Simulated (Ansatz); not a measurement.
Runs of Ansatz 0.2.0 on KBr. It takes space group Fm-3m (No. 225, cubic). The conventional cell has a = 6.600 Å, b = 6.600 Å, c = 6.600 Å, α = 90.00°, β = 90.00°, γ = 90.00°. Around Br (site symmetry m-3m) lie 6 K at 3.30 Å. K (site symmetry m-3m) is surrounded by 6 Br at 3.30 Å. 

```csv
screening (1/Å),share of exact exchange,gap on the mesh (eV),pressure (GPa)
0.2,0.5,6.86,(b)
0.15,0.25,5.78,0.5
0.2,0.25,(a),0.5
0.2,0.4,6.36,0.3
0.4,0.25,5.18,0.5
```

Alike in all rows: task single point; level HSE06 form with a typed share of exact exchange; potentials or basis Ansatz PAW; no spin polarisation; cell as given; k mesh 4 × 4 × 4; cutoff (eV) 420; smearing fermi-dirac 0.05 eV.

Estimate the missing entries.

(a) 5.62; (b) 0.2.

Caveats: the PAW data sets come from PBE, with cores solved anew for the run's functional, which leaves a small shift of forces and pressure; the thresholds are loose for stress.

A k mesh can miss the band edges, and the runs leave out spin-orbit coupling on Br.
